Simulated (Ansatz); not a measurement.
Crystal: CsPbCl3.

```xyz
5
Lattice="5.6050 0.0000 0.0000 0.0000 5.6050 0.0000 0.0000 0.0000 5.6050" Properties=species:S:1:pos:R:3 pbc="T T T"
Pb    2.8025    2.8025    2.8025
Cs    0.0000    0.0000    0.0000
Cl    2.8025    0.0000    2.8025
Cl    0.0000    2.8025    2.8025
Cl    2.8025    2.8025    0.0000
```

Base run:

| Item | Value |
| --- | --- |
| Program | Ansatz 0.2.0 |
| Functional | rPW86-PBE |
| Potentials or basis | Ansatz PAW |
| Cutoff | 420 eV (not typed: the program's choice for these potentials) |
| k mesh | 5 × 5 × 5 |
| Occupations | fermi-dirac, width 0.05 eV |
| Spin | no spin polarisation |

Its results: pressure 2.5 GPa.

Task: The run is repeated on the same cell with these changes: functional from rPW86-PBE to PBE; cutoff from 420 eV (not typed: the program's choice for these potentials) to 600 eV. What comes out?

Result: Pressure 1.7 GPa.

Caveats: the PAW data sets come from PBE, with cores solved anew for the run's functional, which leaves a small shift of forces and pressure (some runs).
